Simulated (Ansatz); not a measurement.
CsPbI₃ (cubic perovskite, Pm-3m) at seven volumes, r²SCAN in the plane-wave PAW code Ansatz, scaled uniformly. One row is withheld.

| V (Å³/atom) | P (GPa) |
|---|---|
| 46.221 | 1.96 |
| 47.744 | ? |
| 49.268 | 0.54 |
| 50.792 | 0.00 |
| 52.316 | -0.46 |
| 53.839 | -0.84 |
| 55.363 | -1.17 |

**Question.** Fit the shown pressures and predict the withheld one.

**Answer.** P = (3/2)B₀(x^(7/2) − x^(5/2))[1 + (3/4)(B′ − 4)(x − 1)] with x = (V₀/V)^(2/3). Least squares on the six rows gives V₀ = 50.788 Å³/atom, B₀ = 16.6 GPa, B′ = 4.76. At V = 47.744, x = 1.0421 and P = 1.19 GPa. The run itself gave 1.19 GPa.

This is a known high-temperature phase of the composition, computed here at zero pressure and temperature. Symmetry was held in the r²SCAN relaxation; of distortions, only those at the zone centre were tested. Spin–orbit coupling is left out wherever it is not named.

Potentials: the later of the program's two PAW sets.
